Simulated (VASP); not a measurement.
Wanted: the native input for a VASP 6.6.1 run.

```yaml
Task: relaxation of cell and atoms
Functional: PBE
Potentials_or_basis: VASP PAW PBE potentials, release 64 (Be, Te)
Cutoff: 520 eV
k_mesh: 8 × 8 × 8
Occupations: gaussian, width 0.03 eV
Spin: no spin polarisation
Further_INCAR_settings: ALGO = Normal; EDIFF = 1e-06; IBRION = 2; EDIFFG = -0.01; NSW = 90; ISIF = 3
```

The structure of BeTe lies in POSCAR:

```
BeTe
1.0
    0.0000000000      2.7699999800      2.7699999800
    2.7699999800      0.0000000000      2.7699999800
    2.7699999800      2.7699999800      0.0000000000
Be Te
1 1
Direct
    0.0000000000      0.0000000000      0.0000000000
    0.7500000000      0.7500000000      0.7500000000
```

These files were run (other wordings do the same):

INCAR

```
ALGO = Normal
EDIFF = 1E-6
EDIFFG = -0.01
ENCUT = 520
GGA = PE
IBRION = 2
ISIF = 3
ISMEAR = 0
LASPH = True
LCHARG = False
LREAL = False
LWAVE = False
NELM = 120
NSW = 90
PREC = Accurate
SIGMA = 0.03
```

KPOINTS

```
k-points
0
Gamma
  8 8 8
```

Potentials or basis: VASP PAW PBE potentials, release 64 (Be, Te).

The run is started by

```bash
$ cat potpaw_PBE.64/Be/POTCAR potpaw_PBE.64/Te/POTCAR > POTCAR
$ mpirun -np 1 vasp_std > vasp.out
```

Results of the run:

| Item | Value |
| --- | --- |
| Relaxed volume | 22.76 Å³/atom |
| Relaxed cell | a = 4.008 Å, b = 4.008 Å, c = 4.008 Å, α = 60.00°, β = 60.00°, γ = 60.00° |
| Space group after relaxing (to 0.05 Å) | F-43m (No. 216) |
| Energy gained by relaxing | 19.8 meV/atom |
| Ionic steps | 3 |
| Pressure after relaxing | 0.0 GPa |
| Band gap on the k mesh | 2.02 eV, indirect (least direct gap 3.63 eV) |

Caveat: spin-orbit coupling is left out, which moves the levels of the heavy elements.

It took 24 s on 1 thread of Intel(R) Xeon(R) Platinum 8259CL CPU @ 2.50GHz (Skylake/Cascade Lake) (shared host), peak memory 0.17 GiB.
